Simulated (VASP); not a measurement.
# KF (Carobbiite) (Fm-3m) in VASP: notebook

One crystal, KF (Carobbiite), is run at these levels: PBEsol; tasks: single point.

All numbers are computed with VASP 6.6.1; they aren't measurements. Logs are shortened: lines on timing, memory, paths and dates and some standing lists are left out, and cuts for length are marked.

### 1 The structure

It takes space group Fm-3m (No. 225, cubic). Conventional cell: a = 5.344 Å, b = 5.344 Å, c = 5.344 Å, α = 90.00°, β = 90.00°, γ = 90.00°. K (site symmetry m-3m) has 6 F at 2.67 Å as nearest neighbours. Around F (site symmetry m-3m) lie 6 K at 2.67 Å.

### 2 Single point, PBEsol

Contents of INCAR:

```
ADDGRID = F
ALGO = Normal
EDIFF = 1E-4
ENCUT = 520
GGA = PS
ISIF = 2
ISMEAR = 0
LASPH = T
LCHARG = F
LREAL = F
LWAVE = F
NBANDS = 15
NELM = 100
PREC = Accurate
SIGMA = 0.05
```

Contents of KPOINTS:

```
k-points
0
Gamma
  8 8 8
```

Contents of POSCAR:

```
KF
1.0
    0.0000000000      2.6718500000      2.6718500000
    2.6718500000      0.0000000000      2.6718500000
    2.6718500000      2.6718500000      0.0000000000
K F
1 1
Direct
    0.0000000000      0.0000000000      0.0000000000
    0.5000000000      0.5000000000      0.5000000000
```

Potentials or basis: VASP PAW PBE potentials, release 64 (K_sv, F).

Launch:

```console
cat potpaw_PBE.64/K_sv/POTCAR potpaw_PBE.64/F/POTCAR > POTCAR
mpirun -np 1 vasp_std > vasp.out
```

OUTCAR:

```text
EDIFF = 1E-4
   ENCUT = 520
   GGA = PS
   ISIF = 2
   ISMEAR = 0
   LASPH = T
   LREAL = F
   NELM = 100
   PREC = Accurate

 Found     29 irreducible k-points:

 Following reciprocal coordinates:
            Coordinates               Weight
  0.000000  0.000000  0.000000      1.000000
  0.125000  0.000000  0.000000      8.000000
  0.250000  0.000000  0.000000      8.000000
  0.375000  0.000000  0.000000      8.000000
  0.500000  0.000000  0.000000      4.000000
  0.125000  0.125000  0.000000      6.000000
   k-points           NKPTS =     29   k-points in BZ     NKDIM =     29   number of bands    NBANDS=     15
   number of dos      NEDOS =    301   number of ions     NIONS =      2
   total plane-waves  NPLWV =  21952
   dimension x,y,z NGX =    28 NGY =   28 NGZ =   28
   dimension x,y,z NGXF=    56 NGYF=   56 NGZF=   56
   ions per type =               1   1
   NGX,Y,Z   is equivalent  to a cutoff of  12.32, 12.32, 12.32 a.u.
   NGXF,Y,Z  is equivalent  to a cutoff of  24.64, 24.64, 24.64 a.u.
 SYSTEM =  unknown system
   PREC   = accura    normal or accurate (medium, high low for compatibility)
   ISTART =      0    job   : 0-new  1-cont  2-samecut
   ICHARG =      2    charge: 1-file 2-atom 10-const
   ISPIN  =      1    spin polarized calculation?
   LNONCOLLINEAR =      F non collinear calculations
   LSORBIT =      F    spin-orbit coupling
   LASPH  =      T    aspherical Exc in radial PAW
   ENCUT  =  520.0 eV  38.22 Ry    6.18 a.u.   7.03  7.03  7.03*2*pi/ulx,y,z
   NELM   =    100;   NELMIN=  2; NELMDL= -5     # of ELM steps
   EDIFF  = 0.1E-03   stopping-criterion for ELM
   LREAL  =      F    real-space projection
   EDIFFG = 0.1E-02   stopping-criterion for IOM
   NSW    =      0    number of steps for IOM
   IBRION =     -1    ionic relax: 0-MD 1-quasi-New 2-CG
   NFREE  =      0    steps in history (QN), initial steepest desc. (CG)
   ISIF   =      2    stress and relaxation
   ISYM   =      2    0-nonsym 1-usesym 2-fastsym
   POTIM  = 0.5000    time-step for ionic-motion
   TEBEG  =    0.0;   TEEND  =   0.0 temperature during run
   PSTRESS=    0.0 pullay stress
   NELECT =      16.0000    total number of electrons
   NUPDOWN=      -1.0000    fix difference up-down
   EMIN   =  10.00;   EMAX   =-10.00  energy-range for DOS
   EFERMI =   0.00;   METHOD = LEGACY
   ISMEAR =     0;   SIGMA  =   0.05  broadening in eV -4-tet -1-fermi 0-gaus
   EFERMI_NEDOS =   21; number of points for ismear=-14 and -15
   IALGO  =     38    algorithm
   IMIX   =      4    mixing-type and parameters
     AMIX     =   0.40;   BMIX     =  1.00
     AMIX_MAG =   1.60;   BMIX_MAG =  1.00
  volume/ion in A,a.u.               =      19.07       128.72
  Fermi-wavevector in a.u.,A,eV,Ry     =   1.225442  2.315750 20.431978  1.501708
  Thomas-Fermi vector in A             =   2.360480
   LORBIT       =      0    0 simple, 1 ext, 2 COOP (PROOUT), +10 PAW based schemes
   GGA     = PS    functional components
   LHFCALC =     F    Hartree Fock is set to
   AEXX    =    0.0000 exact exchange contribution
   IVDW    =     0    specifies the selected vdW correction
   LEPSILON=     F    determine dielectric tensor
   LRPA    =     F    only Hartree local field effects (RPA)
 non-spin polarized calculation
 Gauss-broadening in eV      SIGMA  =   0.05
  energy-cutoff  :      520.00
  volume of cell :       38.15
 maximum number of plane-waves:      1036
   NGX = 13   NGY = 13   NGZ = 13

 number of electron      16.0000002 magnetization

 Free energy of the ion-electron system (eV)
  ---------------------------------------------------
  ext. energy  EPLUGINS =         0.00000000
  ---------------------------------------------------
  free energy    TOTEN  =        -8.51960716 eV

  energy without entropy =       -8.51960716  energy(sigma->0) =       -8.51960716

 E-fermi :  -2.5639     XC(G=0):  -8.6097

 val. band max:       -2.9098228288   @ k =   0.0000   0.0000   0.0000
 cond. band min:       3.1206110923   @ k =   0.0000   0.0000   0.0000
 fundamental gap:      6.0304339212
 Fermi energy:        -2.5639010544

 k-point     1 :       0.0000    0.0000    0.0000
  band No.  band energies     occupation
      1     -28.8715      2.00000
      2     -21.4377      2.00000
      3     -12.1831      2.00000
      4     -12.1831      2.00000
      5     -12.1831      2.00000
      6      -2.9098      2.00000
      7      -2.9098      2.00000
      8      -2.9098      2.00000
      9       3.1206      0.00000
     10       7.7274      0.00000
     11       7.7274      0.00000
     12       7.7274      0.00000
     13       9.4015      0.00000
     14       9.4015      0.00000
     15      13.8047      0.00000

 k-point     2 :       0.1250    0.0000    0.0000
  band No.  band energies     occupation
      1     -28.8573      2.00000
      2     -21.4516      2.00000
      3     -12.2250      2.00000
      4     -12.1887      2.00000
      5     -12.1887      2.00000
      6      -3.0544      2.00000
      7      -2.9638      2.00000
      8      -2.9638      2.00000
      9       3.5573      0.00000
     10       7.4644      0.00000
     11       7.9400      0.00000
     12       7.9400      0.00000
     13       9.5480      0.00000
     14       9.5480      0.00000
     15      14.5771      0.00000

 k-point     3 :       0.2500    0.0000    0.0000
  band No.  band energies     occupation
      1     -28.8227      2.00000
      2     -21.4839      2.00000
      3     -12.3252      2.00000
      4     -12.2019      2.00000
      5     -12.2019      2.00000
      6      -3.3594      2.00000
      7      -3.0911      2.00000
      8      -3.0911      2.00000
      9       4.6433      0.00000
     10       7.1002      0.00000
     11       8.4665      0.00000
     12       8.4665      0.00000
     13      10.0040      0.00000
     14      10.0040      0.00000
     15      15.6499      0.00000

 k-point     4 :       0.3750    0.0000    0.0000
  band No.  band energies     occupation
      1     -28.7877      2.00000
      2     -21.5165      2.00000
      3     -12.4239      2.00000
      4     -12.2150      2.00000
      5     -12.2150      2.00000
      6      -3.6222      2.00000
      7      -3.2145      2.00000
      8      -3.2145      2.00000
      9       5.7370      0.00000
     10       7.1738      0.00000
     11       8.9619      0.00000
     12       8.9619      0.00000
     13      10.8088      0.00000
     14      10.8088      0.00000
     15      14.2097      0.00000

 k-point     5 :       0.5000    0.0000    0.0000
  band No.  band energies     occupation
      1     -28.7731      2.00000
      2     -21.5297      2.00000
      3     -12.4643      2.00000
      4     -12.2203      2.00000
      5     -12.2203      2.00000
      6      -3.7222      2.00000
      7      -3.2646      2.00000
      8      -3.2646      2.00000
      9       6.0635      0.00000
     10       7.5506      0.00000
     11       9.1410      0.00000
     12       9.1410      0.00000
     13      11.4119      0.00000
     14      11.4119      0.00000
     15      13.2210      0.00000

 k-point     6 :       0.1250    0.1250    0.0000
  band No.  band energies     occupation
      1     -28.8528      2.00000
      2     -21.4539      2.00000
      3     -12.2149      2.00000
      4     -12.2149      2.00000
      5     -12.2023      2.00000
      6      -3.1597      2.00000
      7      -2.9285      2.00000
      8      -2.9285      2.00000
      9       3.6744      0.00000
     10       7.1583      0.00000
     11       8.1362      0.00000
     12       8.1362      0.00000
     13       9.5620      0.00000
     14       9.5779      0.00000
     15      14.8295      0.00000

 [... further k-points ...]

------------------------ aborting loop because EDIFF is reached ----------------------------------------

  FORCE on cell =-STRESS in cart. coord.  units (eV):
  Direction    XX          YY          ZZ          XY          YZ          ZX
  --------------------------------------------------------------------------------------
  -------------------------------------------------------------------------------------
  Total       -0.1428196     -0.1428196     -0.1428196     -0.0000000      0.0000000      0.0000000
  in kB       -5.9983560     -5.9983560     -5.9983560     -0.0000000      0.0000000      0.0000000
  external PRESSURE =      -5.9983560 kB  Pullay stress =       0.0000000 kB

 VOLUME and BASIS-vectors are now :
 -----------------------------------------------------------------------------
  energy-cutoff  :      520.00
  volume of cell :       38.15
      direct lattice vectors                 reciprocal lattice vectors
     0.000000000  2.671850000  2.671850000    -0.187136254  0.187136254  0.187136254
     2.671850000  0.000000000  2.671850000     0.187136254 -0.187136254  0.187136254
     2.671850000  2.671850000  0.000000000     0.187136254  0.187136254 -0.187136254

 POSITION                                       TOTAL-FORCE (eV/Angst)
 -----------------------------------------------------------------------------------
      0.00000      0.00000      0.00000         0.000000     -0.000000     -0.000000
      2.67185      2.67185      2.67185        -0.000000      0.000000      0.000000
 -----------------------------------------------------------------------------------
    total drift:                                0.000000      0.000000      0.000000

  FREE ENERGIE OF THE ION-ELECTRON SYSTEM (eV)
  ---------------------------------------------------
  free  energy   TOTEN  =        -8.5196071643 eV

  energy  without entropy=       -8.5196071643  energy(sigma->0) =       -8.51960716
```

It took 9.1 s on 1 thread of Intel Xeon Platinum 8488C (Sapphire Rapids), shared host; peak memory 0.16 GiB.

The run converged, but some of its settings lie outside the range that counts as converged, so its numbers aren't taken as properties of the crystal.

What came out:

```
Free energy            : -8.5196 eV
Pressure               : -0.6 GPa
Band gap on the k mesh : 6.03 eV, direct
```

Caveat: the PAW data sets were made with another functional, which shifts forces and pressure a little.

### 3 Single point, PBEsol

Changes to INCAR since step 2:

```diff
@@ -2,4 +2,4 @@
 ALGO = Normal
-EDIFF = 1E-4
-ENCUT = 520
+EDIFF = 1E-6
+ENCUT = 460
 GGA = PS
```

Contents of KPOINTS:

```
k-points
0
Gamma
  9 9 9
```

POSCAR is that of step 2.

Potentials or basis: VASP PAW PBE potentials, release 64 (K_sv, F).

Launch:

```console
cat potpaw_PBE.64/K_sv/POTCAR potpaw_PBE.64/F/POTCAR > POTCAR
mpirun -np 1 vasp_std > vasp.out
```

It took 11 s on 1 thread of Intel Xeon Platinum 8488C (Sapphire Rapids), shared host; peak memory 0.16 GiB.

These settings aren't checked as converged: the numbers below hold their error.

Results:

```yaml
Free_energy: -8.5221 eV
Pressure: -1.5 GPa
Band_gap_on_the_k_mesh: 6.03 eV, direct
```

Caveat: the cutoff is under 1.25 times the usual one of these potentials, so pressure, stress and relaxed cells hold a basis-set (Pulay) error; the PAW data sets were made with another functional, which shifts forces and pressure a little; an odd mesh through Γ misses points on the zone boundary, where band edges often lie.

### 4 Single point, PBEsol

Changes to INCAR since step 3:

```diff
@@ -3,3 +3,3 @@
 EDIFF = 1E-6
-ENCUT = 460
+ENCUT = 650
 GGA = PS
```

Contents of KPOINTS:

```
k-points
0
Gamma
  8 8 8
```

POSCAR is that of step 3.

Potentials or basis: VASP PAW PBE potentials, release 64 (K_sv, F).

Launch:

```console
cat potpaw_PBE.64/K_sv/POTCAR potpaw_PBE.64/F/POTCAR > POTCAR
mpirun -np 1 vasp_std > vasp.out
```

OUTCAR:

```text
EDIFF = 1E-6
   ENCUT = 650
   GGA = PS
   ISIF = 2
   ISMEAR = 0
   LASPH = T
   LREAL = F
   NELM = 100
   PREC = Accurate

 Found     29 irreducible k-points:

 Following reciprocal coordinates:
            Coordinates               Weight
  0.000000  0.000000  0.000000      1.000000
  0.125000  0.000000  0.000000      8.000000
  0.250000  0.000000  0.000000      8.000000
  0.375000  0.000000  0.000000      8.000000
  0.500000  0.000000  0.000000      4.000000
[... 182 lines left out ...]

 [... further k-points ...]

------------------------ aborting loop because EDIFF is reached ----------------------------------------

  FORCE on cell =-STRESS in cart. coord.  units (eV):
  Direction    XX          YY          ZZ          XY          YZ          ZX
  --------------------------------------------------------------------------------------
  -------------------------------------------------------------------------------------
  Total       -0.1601577     -0.1601577     -0.1601577      0.0000000     -0.0000000      0.0000000
  in kB       -6.7265464     -6.7265464     -6.7265464      0.0000000     -0.0000000      0.0000000
  external PRESSURE =      -6.7265464 kB  Pullay stress =       0.0000000 kB

 VOLUME and BASIS-vectors are now :
 -----------------------------------------------------------------------------
  energy-cutoff  :      650.00
  volume of cell :       38.15
      direct lattice vectors                 reciprocal lattice vectors
     0.000000000  2.671850000  2.671850000    -0.187136254  0.187136254  0.187136254
     2.671850000  0.000000000  2.671850000     0.187136254 -0.187136254  0.187136254
     2.671850000  2.671850000  0.000000000     0.187136254  0.187136254 -0.187136254

 POSITION                                       TOTAL-FORCE (eV/Angst)
 -----------------------------------------------------------------------------------
      0.00000      0.00000      0.00000        -0.000000      0.000000      0.000000
      2.67185      2.67185      2.67185         0.000000     -0.000000     -0.000000
 -----------------------------------------------------------------------------------
    total drift:                                0.000000     -0.000000      0.000000

  FREE ENERGIE OF THE ION-ELECTRON SYSTEM (eV)
  ---------------------------------------------------
  free  energy   TOTEN  =        -8.5221637351 eV

  energy  without entropy=       -8.5221637351  energy(sigma->0) =       -8.52216374
```

stdout:

```text
POSCAR found type information on POSCAR K F
 POSCAR found :  2 types and       2 ions
 scaLAPACK will be used
 -----------------------------------------------------------------------------
|                                                                             |
|                                                                             |
|     You enforced a specific xc type in the INCAR file but a different       |
|     I HOPE YOU KNOW WHAT YOU ARE DOING!                                     |
|                                                                             |
 -----------------------------------------------------------------------------

 LDA part: xc-table for (Slater+PW92), standard interpolation
 POSCAR, INCAR and KPOINTS ok, starting setup
 FFT: planning ... GRIDC
 FFT: planning ... GRID_SOFT
 FFT: planning ... GRID
 WAVECAR not read
 entering main loop
```

Run time: 10 s. Hardware: 1 thread of Intel Xeon Platinum 8488C (Sapphire Rapids), shared host; peak memory 0.18 GiB.

The run converged, but some of its settings lie outside the range that counts as converged, so its numbers aren't taken as properties of the crystal.

Results:

- Free energy: -8.5222 eV
- Pressure: -0.7 GPa
- Band gap on the k mesh: 6.03 eV, direct

Caveat: the PAW data sets were made with another functional, which shifts forces and pressure a little.

### 5 Single point, PBEsol

Changes to INCAR since step 4:

```diff
@@ -3,3 +3,3 @@
 EDIFF = 1E-6
-ENCUT = 650
+ENCUT = 520
 GGA = PS
```

Contents of KPOINTS:

```
k-points
0
Gamma
  9 9 9
```

POSCAR is that of step 4.

Launch:

```console
cat potpaw_PBE.64/K_sv/POTCAR potpaw_PBE.64/F/POTCAR > POTCAR
mpirun -np 1 vasp_std > vasp.out
```

Wall time 12 s (1 thread of Intel Xeon Platinum 8488C (Sapphire Rapids), shared host); peak memory 0.16 GiB.

These settings aren't checked as converged: the numbers below hold their error.

What came out:

```
Free energy            : -8.5196 eV
Pressure               : -0.6 GPa
Band gap on the k mesh : 6.03 eV, direct
```

Caveat: the PAW data sets were made with another functional, which shifts forces and pressure a little; an odd mesh through Γ misses points on the zone boundary, where band edges often lie.

### 6 The reference run

An earlier run on the cell as given: functional PBE; potentials or basis VASP PAW PBE potentials, release 64 (K_sv, F); cutoff 520 eV; k mesh 9 × 9 × 9; occupations fermi-dirac, width 0.05 eV; no spin polarisation.

- Pressure: 1.4 GPa
- Band gap on the k mesh: 6.17 eV, direct
